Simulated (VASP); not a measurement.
Here is a VASP 6.6.1 calculation.

POSCAR

```
Ti
1.0
   -1.5548400000      1.5548400000      1.5548400000
    1.5548400000     -1.5548400000      1.5548400000
    1.5548400000      1.5548400000     -1.5548400000
Ti
1
Direct
    0.0000000000      0.0000000000      0.0000000000
```

INCAR.step1

```
PREC = Accurate ; ENCUT = 520
ISMEAR = -5 ; SIGMA = 0.1
LREAL = False ; LASPH = True
NELM = 80 ; LMAXMIX = 4
GGA = PE ; ALGO = Normal
EDIFF = 1E-4 ; LWAVE = True
LCHARG = False
```

Contents of INCAR.step2:

```
PREC = Accurate ; ENCUT = 520
EDIFF = 1E-6 ; ISMEAR = -1
SIGMA = 0.1 ; LREAL = False
LASPH = True ; NELM = 80
ALGO = Normal ; ISIF = 2
LWAVE = False ; LCHARG = False
LMAXMIX = 4 ; METAGGA = R2SCAN
LMIXTAU = True ; LORBIT = 11
ISTART = 1
```

Contents of KPOINTS:

```
Automatic mesh
0
Gamma
  15 15 15
```

Potentials or basis: VASP PAW PBE potentials, release 64 (Ti_sv).

Run with:

```bash
$ cat potpaw_PBE.64/Ti_sv/POTCAR > POTCAR
$ cp INCAR.step1 INCAR
$ mpirun -np 1 vasp_std > vasp.out
$ cp INCAR.step2 INCAR
$ mpirun -np 1 vasp_std > vasp.out
```

Task: What does it give for the band gap on the k mesh?

Result: None (metal or under the smearing width).

Task: Estimate the pressure.

Result: 19.5 GPa.

Caveat: so large a pressure means that the cell lies far from this level's equilibrium, or that cutoff or potentials fall short; the potentials were made for another functional, which shifts forces and pressure.
